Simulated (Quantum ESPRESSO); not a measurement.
# Ru (P6_3/mmc) in Quantum ESPRESSO: notebook, part 2 of 4

Quantum ESPRESSO 7.5. The steps go on from the part before.

## (3) Phonons, PBEsol

pw.in

```
&CONTROL
  calculation = 'scf'
  prefix = 'pwscf'
  outdir = './tmp'
  pseudo_dir = './pseudo'
  tprnfor = .true.
  tstress = .true.
  disk_io = 'low'
/
&SYSTEM
  ibrav = 0
  celldm(1) = 8
  nat = 2
  ntyp = 1
  ecutwfc = 45
  ecutrho = 360
  nbnd = 24
  occupations = 'smearing'
  smearing = 'mp'
  degauss = 0.01999163
/
&ELECTRONS
  conv_thr = 4d-10
  electron_maxstep = 120
  mixing_beta = 0.5
/
ATOMIC_SPECIES
Ru   101.0700 ru_pbesol_v1.2.uspp.F.UPF
CELL_PARAMETERS alat
  0.6391526185016   0.0000000000000   0.0000000000000
 -0.3195763092508   0.5535224045272   0.0000000000000
  0.0000000000000   0.0000000000000   1.0114522866294
ATOMIC_POSITIONS crystal
Ru     0.6666666667    0.3333333333    0.7500000000
Ru     0.3333333333    0.6666666667    0.2500000000
K_POINTS automatic
11 11 6 0 0 0
```

relax.in

```
&CONTROL
  calculation = 'vc-relax'
  prefix = 'pwscf'
  outdir = './tmp'
  pseudo_dir = './pseudo'
  tprnfor = .true.
  tstress = .true.
  disk_io = 'low'
  nstep = 40
  forc_conv_thr = 0.0001
  etot_conv_thr = 1d-06
/
&SYSTEM
  ibrav = 0
  celldm(1) = 8
  nat = 2
  ntyp = 1
  ecutwfc = 45
  ecutrho = 360
  nbnd = 24
  occupations = 'smearing'
  smearing = 'mp'
  degauss = 0.01999163
/
&ELECTRONS
  conv_thr = 4d-10
  electron_maxstep = 120
  mixing_beta = 0.5
/
&IONS
  ion_dynamics = 'bfgs'
/
&CELL
  cell_dynamics = 'bfgs'
  press = 0
  press_conv_thr = 0.2
/
ATOMIC_SPECIES
Ru   101.0700 ru_pbesol_v1.2.uspp.F.UPF
CELL_PARAMETERS alat
  0.6391526185070  -0.0000000000000   0.0000000000000
 -0.3195763092535   0.5535224045224   0.0000000000000
  0.0000000000000   0.0000000000000   1.0114522866294
ATOMIC_POSITIONS crystal
Ru     0.6666666666    0.3333333332    0.7500000000
Ru     0.3333333332    0.6666666666    0.2500000000
K_POINTS automatic
11 11 6 0 0 0
```

scf2.in

```
&CONTROL
  calculation = 'scf'
  prefix = 'pwscf'
  outdir = './tmp'
  pseudo_dir = './pseudo'
  tprnfor = .true.
  tstress = .true.
  disk_io = 'low'
/
&SYSTEM
  ibrav = 0
  celldm(1) = 8
  nat = 2
  ntyp = 1
  ecutwfc = 45
  ecutrho = 360
  nbnd = 24
  occupations = 'smearing'
  smearing = 'mp'
  degauss = 0.01999163
/
&ELECTRONS
  conv_thr = 1d-13
  electron_maxstep = 120
  mixing_beta = 0.5
  startingpot = 'file'
  startingwfc = 'file'
/
ATOMIC_SPECIES
Ru   101.0700 ru_pbesol_v1.2.uspp.F.UPF
CELL_PARAMETERS alat
  0.6349157574357  -0.0000000000000   0.0000000000000
 -0.3174578787178   0.5498531752024   0.0000000000000
  0.0000000000000   0.0000000000000   1.0043302517092
ATOMIC_POSITIONS crystal
Ru     0.6666666665    0.3333333331    0.7500000000
Ru     0.3333333331    0.6666666665    0.2500000000
K_POINTS automatic
11 11 6 0 0 0
```

ph.in

```
phonons of Ru
&INPUTPH
  prefix = 'pwscf'
  outdir = './tmp'
  tr2_ph = 1d-18
  fildyn = 'dyn'
  niter_ph = 90
  alpha_mix(1) = 0.4
/
0.0000000000 0.0000000000 0.0000000000
```

dynmat.in

```
&INPUT
  fildyn = 'dyn'
  asr = 'crystal'
  filout = 'dynmat.disp'
  fileig = 'dynmat.eig'
/
```

Potentials or basis: GBRV 1.5 PBEsol.

Started as:

```
> OMP_NUM_THREADS=1 pw.x -in pw.in > pw.out
> OMP_NUM_THREADS=1 pw.x -in relax.in > relax.out
> OMP_NUM_THREADS=1 pw.x -in scf2.in > scf2.out
> OMP_NUM_THREADS=1 ph.x -in ph.in > ph.out
> OMP_NUM_THREADS=1 dynmat.x -in dynmat.in > dynmat.out
```

pw.out:

```text
This program is part of the open-source Quantum ESPRESSO suite
     for quantum simulation of materials; please cite
[... 9 lines left out ...]
     --------------------
     sticks:   dense  smooth     PW     G-vecs:    dense   smooth      PW
     Sum         649     313    109                21145     7415    1387

     Using Slab Decomposition

     bravais-lattice index     =            0
     lattice parameter (alat)  =       8.0000  a.u.
     unit-cell volume          =     183.2125 (a.u.)^3
     number of atoms/cell      =            2
     number of atomic types    =            1
     number of electrons       =        32.00
     number of Kohn-Sham states=           24
     kinetic-energy cutoff     =      45.0000  Ry
     charge density cutoff     =     360.0000  Ry
     scf convergence threshold =      4.0E-10
     mixing beta               =       0.5000
     number of iterations used =            8  plain     mixing
     Exchange-correlation= SLA  PW   PSX  PSC
                           (   1   4  10   8   0   0   0)

     celldm(1)=   8.000000  celldm(2)=   0.000000  celldm(3)=   0.000000
     celldm(4)=   0.000000  celldm(5)=   0.000000  celldm(6)=   0.000000

     crystal axes: (cart. coord. in units of alat)
               a(1) = (   0.639153   0.000000   0.000000 )
               a(2) = (  -0.319576   0.553522   0.000000 )
               a(3) = (   0.000000   0.000000   1.011452 )

     reciprocal axes: (cart. coord. in units 2 pi/alat)
               b(1) = (  1.564572  0.903306 -0.000000 )
               b(2) = (  0.000000  1.806612  0.000000 )
               b(3) = (  0.000000 -0.000000  0.988677 )

     PseudoPot. # 1 for Ru read from file:
     ru_pbesol_v1.2.uspp.F.UPF
     Pseudo is Ultrasoft + core correction, Zval = 16.0
     Generated by new atomic code, or converted to UPF format
     Using radial grid of  967 points,  6 beta functions with:
                l(1) =   0
                l(2) =   0
                l(3) =   1
                l(4) =   1
                l(5) =   2
                l(6) =   2
     Q(r) pseudized with  8 coefficients,  rinner =    1.300   1.300   1.300
                                                       1.300   1.300

     atomic species   valence    mass     pseudopotential
     Ru               16.00   101.07000     Ru( 1.00)

     24 Sym. Ops., with inversion, found (12 have fractional translation)

   Cartesian axes

     site n.     atom                  positions (alat units)
         1        Ru     tau(   1) = (   0.3195763   0.1845075   0.7585892  )
         2        Ru     tau(   2) = (  -0.0000000   0.3690149   0.2528631  )

     number of k points=    64  Methfessel-Paxton smearing, width (Ry)=  0.0200
                       cart. coord. in units 2pi/alat
        k(    1) = (   0.0000000   0.0000000   0.0000000), wk =   0.0027548
        k(    2) = (   0.0000000   0.0000000   0.1647796), wk =   0.0055096
        k(    3) = (   0.0000000   0.0000000   0.3295591), wk =   0.0055096
        k(    4) = (   0.0000000   0.0000000  -0.4943387), wk =   0.0027548
        k(    5) = (   0.0000000   0.1642374   0.0000000), wk =   0.0165289
        k(    6) = (   0.0000000   0.1642374   0.1647796), wk =   0.0330579
[... 56 lines left out ...]
        k(   63) = (   0.4267013   0.9033058   0.3295591), wk =   0.0330579
        k(   64) = (   0.4267013   0.9033058  -0.4943387), wk =   0.0165289

     Dense  grid:    21145 G-vectors     FFT dimensions: (  32,  32,  50)

     Smooth grid:     7415 G-vectors     FFT dimensions: (  24,  24,  36)

     Check: negative core charge=   -0.000001

     Initial potential from superposition of free atoms

     starting charge      30.0000, renormalised to      32.0000

     negative rho (up, down):  1.473E-01 0.000E+00
     Starting wfcs are   26 randomized atomic wfcs

     Self-consistent Calculation

     iteration #  1     ecut=    45.00 Ry     beta= 0.50
     Davidson diagonalization with overlap
     ethr =  1.00E-02,  avg # of iterations =  4.8

     negative rho (up, down):  1.436E-01 0.000E+00

     total energy              =    -387.90502979 Ry
     estimated scf accuracy    <       2.50682535 Ry

     iteration #  2     ecut=    45.00 Ry     beta= 0.50
     Davidson diagonalization with overlap
     ethr =  7.83E-03,  avg # of iterations =  2.0
[... 51 lines left out ...]
     iteration #  8     ecut=    45.00 Ry     beta= 0.50
     Davidson diagonalization with overlap
     ethr =  4.96E-12,  avg # of iterations =  2.9

     negative rho (up, down):  1.434E-01 0.000E+00

     End of self-consistent calculation

          k = 0.0000 0.0000 0.0000 (   965 PWs)   bands (ev):

   -49.4727 -49.2671 -19.9796 -19.0384 -19.0384 -18.8672 -18.8672 -18.8267
    15.5514  17.3738  21.0093  21.0093  21.1829  21.6952  21.6952  22.2248
    22.2248  24.8115  24.8115  24.8388  33.8757  38.3895  40.8573  41.5177

          k = 0.0000 0.0000 0.1648 (   941 PWs)   bands (ev):

   -49.4591 -49.2811 -19.9057 -19.0271 -19.0271 -18.9077 -18.8787 -18.8787
    15.8590  17.4718  20.8580  20.8580  21.0334  21.5202  21.5202  22.6190
    22.6190  23.8861  24.8189  24.8189  35.1495  37.8913  40.7294  41.9430
[... 367 lines left out ...]
          k = 0.4267 0.9033-0.4943 (   930 PWs)   bands (ev):

   -49.2519 -49.2519 -19.7524 -19.7524 -19.4437 -19.4437 -19.0271 -19.0271
    18.7016  18.7016  19.6078  19.6078  20.8722  20.8722  22.5141  22.5141
    24.9050  24.9050  31.3359  31.3359  34.4395  34.4395  35.5920  35.5920

     the Fermi energy is    23.5458 ev

!    total energy              =    -388.49244679 Ry
     estimated scf accuracy    <          1.5E-10 Ry
     smearing contrib. (-TS)   =      -0.00036475 Ry
     internal energy E=F+TS    =    -388.49208204 Ry

     The total energy is F=E-TS. E is the sum of the following terms:
     one-electron contribution =     -65.12489129 Ry
     hartree contribution      =      56.14871283 Ry
     xc contribution           =     -51.53149070 Ry
     ewald contribution        =    -327.98441288 Ry

     convergence has been achieved in   8 iterations

     negative rho (up, down):  1.434E-01 0.000E+00

     Forces acting on atoms (cartesian axes, Ry/au):

     atom    1 type  1   force =     0.00000000    0.00000000    0.00000000
     atom    2 type  1   force =     0.00000000   -0.00000000    0.00000000

     Total force =     0.000000     Total SCF correction =     0.000000

     Computing stress (Cartesian axis) and pressure

     negative rho (up, down):  1.434E-01 0.000E+00
          total   stress  (Ry/bohr**3)                   (kbar)     P=      -67.75
  -0.00044599   0.00000000   0.00000000          -65.61        0.00        0.00
  -0.00000000  -0.00044599  -0.00000000           -0.00      -65.61       -0.00
   0.00000000  -0.00000000  -0.00048975            0.00       -0.00      -72.05

=------------------------------------------------------------------------------=
   JOB DONE.
=------------------------------------------------------------------------------=
```

relax.out:

```text
This program is part of the open-source Quantum ESPRESSO suite
     for quantum simulation of materials; please cite
[... 9 lines left out ...]
     --------------------
     sticks:   dense  smooth     PW     G-vecs:    dense   smooth      PW
     Sum         649     313    109                21145     7415    1387
[... 2816 lines left out ...]
  -0.00000058   0.00000000  -0.00000000           -0.09        0.00       -0.00
   0.00000000  -0.00000058  -0.00000000            0.00       -0.09       -0.00
  -0.00000000  -0.00000000  -0.00000047           -0.00       -0.00       -0.07

=------------------------------------------------------------------------------=
   JOB DONE.
=------------------------------------------------------------------------------=
```

scf2.out:

```text
This program is part of the open-source Quantum ESPRESSO suite
     for quantum simulation of materials; please cite
[... 9 lines left out ...]
     --------------------
     sticks:   dense  smooth     PW     G-vecs:    dense   smooth      PW
     Sum         649     313    109                20773     7307    1327
[... 571 lines left out ...]
  -0.00000053   0.00000000  -0.00000000           -0.08        0.00       -0.00
   0.00000000  -0.00000053   0.00000000            0.00       -0.08        0.00
  -0.00000000   0.00000000  -0.00000041           -0.00        0.00       -0.06

=------------------------------------------------------------------------------=
   JOB DONE.
=------------------------------------------------------------------------------=
```

It took 9.9 min on 1 thread of Intel Xeon Platinum 8259CL at 2.50GHz (Skylake/Cascade Lake), shared host; peak memory 0.13 GiB.

What came out:

* Free energy: -5285.7205 eV
* Relaxed volume: 13.30 Å³/atom
* Relaxed cell: a = 2.688 Å, b = 2.688 Å, c = 4.252 Å, α = 90.00°, β = 90.00°, γ = 120.00°
* Space group after relaxing (to 0.05 Å): P6_3/mmc (No. 194)
* Pressure after relaxing: 0.0 GPa
* Band gap on the k mesh: none (metal or under the smearing width)
* Highest phonon frequency at Γ: 267 cm⁻¹

Step by step:
```tsv
step	energy change (eV)	largest force (eV/Å)	pressure (GPa)	volume (Å³)
1	0.0000	0.0000	-6.78	27.15
2	-0.0057	0.0000	5.18	26.22
3	-0.0118	0.0000	-0.19	26.62
4	-0.0118	0.0000	0.00	26.60
```

Final structure:
```
Ru
1.0
     2.68786    0.00000    0.00000
    -1.34393    2.32776    0.00000
     0.00000    0.00000    4.25175
Ru
2
Direct
  0.66667 0.33333 0.75000
  0.33333 0.66667 0.25000
```

Phonon frequencies in cm⁻¹ (negative: imaginary):
| q point | frequencies |
| --- | --- |
| (0.000, 0.000, 0.000) | -3 -3 -3 190 190 267 |

Optical modes at Γ, degenerate ones joined:
```tsv
cm⁻¹	components	symmetry	active in
190	2	E2g	Raman
267	1	B1g	silent
```

Caveat: the mesh is thin for the phonons of a metal.

## (4) Phonons, LDA

Changes to pw.in since step 3:

```diff
@@ -19,3 +19,3 @@
   smearing = 'mp'
-  degauss = 0.01999163
+  degauss = 0.00999582
 /
@@ -27,3 +27,3 @@
 ATOMIC_SPECIES
-Ru   101.0700 ru_pbesol_v1.2.uspp.F.UPF
+Ru   101.0700 ru_lda_v1.2.uspp.F.UPF
 CELL_PARAMETERS alat
```

Changes to relax.in since step 3:

```diff
@@ -22,3 +22,3 @@
   smearing = 'mp'
-  degauss = 0.01999163
+  degauss = 0.00999582
 /
@@ -38,3 +38,3 @@
 ATOMIC_SPECIES
-Ru   101.0700 ru_pbesol_v1.2.uspp.F.UPF
+Ru   101.0700 ru_lda_v1.2.uspp.F.UPF
 CELL_PARAMETERS alat
```

Changes to scf2.in since step 3:

```diff
@@ -19,3 +19,3 @@
   smearing = 'mp'
-  degauss = 0.01999163
+  degauss = 0.00999582
 /
@@ -29,7 +29,7 @@
 ATOMIC_SPECIES
-Ru   101.0700 ru_pbesol_v1.2.uspp.F.UPF
+Ru   101.0700 ru_lda_v1.2.uspp.F.UPF
 CELL_PARAMETERS alat
-  0.6349157574357  -0.0000000000000   0.0000000000000
- -0.3174578787178   0.5498531752024   0.0000000000000
-  0.0000000000000   0.0000000000000   1.0043302517092
+  0.6313237061033   0.0000000000000   0.0000000000000
+ -0.3156618530517   0.5467423674968   0.0000000000000
+  0.0000000000000   0.0000000000000   0.9990302557585
 ATOMIC_POSITIONS crystal
```

ph.in is that of step 3.

dynmat.in is that of step 3.

Potentials or basis: GBRV 1.5 LDA.

Started as:

```
> OMP_NUM_THREADS=1 pw.x -in pw.in > pw.out
> OMP_NUM_THREADS=1 pw.x -in relax.in > relax.out
> OMP_NUM_THREADS=1 pw.x -in scf2.in > scf2.out
> OMP_NUM_THREADS=1 ph.x -in ph.in > ph.out
> OMP_NUM_THREADS=1 dynmat.x -in dynmat.in > dynmat.out
```

pw.out:

```text
This program is part of the open-source Quantum ESPRESSO suite
     for quantum simulation of materials; please cite
         "P. Giannozzi et al., J. Phys.:Condens. Matter 21 395502 (2009);
         "P. Giannozzi et al., J. Phys.:Condens. Matter 29 465901 (2017);
         "P. Giannozzi et al., J. Chem. Phys. 152 154105 (2020);
     in publications or presentations arising from this work. More details at

     Message from routine setup:
     using ibrav=0 with symmetry is DISCOURAGED, use correct ibrav instead

     G-vector sticks info
     --------------------
     sticks:   dense  smooth     PW     G-vecs:    dense   smooth      PW
     Sum         649     313    109                21145     7415    1387

     Using Slab Decomposition

     bravais-lattice index     =            0
     lattice parameter (alat)  =       8.0000  a.u.
     unit-cell volume          =     183.2125 (a.u.)^3
[... 207 lines left out ...]
    22.0630  24.6565  24.6565  24.7184  33.6869  38.2937  40.7361  41.4030
[... 375 lines left out ...]
   -49.3183 -49.3183 -19.8607 -19.8607 -19.5514 -19.5514 -19.1323 -19.1323
    18.5451  18.5451  19.4587  19.4587  20.7238  20.7238  22.3545  22.3545
    24.7486  24.7486  31.1897  31.1897  34.2773  34.2773  35.4202  35.4202

     the Fermi energy is    23.3765 ev

!    total energy              =    -388.87571542 Ry
     estimated scf accuracy    <          1.2E-10 Ry
     smearing contrib. (-TS)   =      -0.00003179 Ry
     internal energy E=F+TS    =    -388.87568363 Ry

     The total energy is F=E-TS. E is the sum of the following terms:
     one-electron contribution =     -65.56725660 Ry
     hartree contribution      =      56.21367042 Ry
     xc contribution           =     -51.53768456 Ry
     ewald contribution        =    -327.98441288 Ry

     convergence has been achieved in   8 iterations

     negative rho (up, down):  1.375E-01 0.000E+00

     Forces acting on atoms (cartesian axes, Ry/au):

     atom    1 type  1   force =     0.00000000    0.00000000    0.00000000
     atom    2 type  1   force =    -0.00000000   -0.00000000    0.00000000

     Total force =     0.000000     Total SCF correction =     0.000000

     Computing stress (Cartesian axis) and pressure

     negative rho (up, down):  1.375E-01 0.000E+00
          total   stress  (Ry/bohr**3)                   (kbar)     P=     -124.62
  -0.00082852  -0.00000000   0.00000000         -121.88       -0.00        0.00
  -0.00000000  -0.00082852   0.00000000           -0.00     -121.88        0.00
   0.00000000   0.00000000  -0.00088445            0.00        0.00     -130.11

=------------------------------------------------------------------------------=
   JOB DONE.
=------------------------------------------------------------------------------=
```

Wall time 10 min (1 thread of Intel Xeon Platinum 8259CL at 2.50GHz (Skylake/Cascade Lake), shared host); peak memory 0.13 GiB.

What came out:

```
Free energy                            : -5290.9625 eV
Relaxed volume                         : 13.08 Å³/atom
Relaxed cell                           : a = 2.673 Å, b = 2.673 Å, c = 4.229 Å, α = 90.00°, β = 90.00°, γ = 120.00°
Space group after relaxing (to 0.05 Å) : P6_3/mmc (No. 194)
Pressure after relaxing                : 0.0 GPa
Band gap on the k mesh                 : none (metal or under the smearing width)
Highest phonon frequency at Γ          : 275 cm⁻¹
```

The path:
```tsv
step	energy change (eV)	largest force (eV/Å)	pressure (GPa)	volume (Å³)
1	0.0000	0.0000	-12.46	27.15
2	-0.0164	0.0000	10.70	25.46
3	-0.0394	0.0000	-0.70	26.21
4	-0.0395	0.0000	-0.04	26.17
5	-0.0395	0.0000	0.00	26.16
```

Final structure:
```yaml
crystal:
  lattice:
    - [2.67266, 0.00000, 0.00000]
    - [-1.33633, 2.31459, 0.00000]
    - [0.00000, 0.00000, 4.22931]
  atoms:
    - { symbol: Ru, position: [0.66667, 0.33333, 0.75000] }
    - { symbol: Ru, position: [0.33333, 0.66667, 0.25000] }
```

Levels at points of the mesh, in eV from the Fermi level:
```
            k point  band 12  band 13  band 14  band 15  band 16  band 17  band 18  band 19  band 20  band 21
 (0.00, 0.00, 0.00)    -2.68    -2.49    -1.95    -1.95    -1.39    -1.39     1.35     1.35     1.39    10.77
(0.00, 0.00, -0.50)    -2.85    -2.85    -2.85    -2.78    -2.78     0.68     0.68     0.68     0.68    14.48
```

Phonon frequencies in cm⁻¹ (negative: imaginary):
```tsv
q point	frequencies
(0.000, 0.000, 0.000)	-7 -7 -6 201 201 275
```

Optical modes at Γ, degenerate ones joined:
```csv
cm⁻¹,components,symmetry,active in
201,2,E2g,Raman
275,1,B1g,silent
```

Caveat: the mesh is thin for the phonons of a metal.

(Continued in part 3 of 4.)
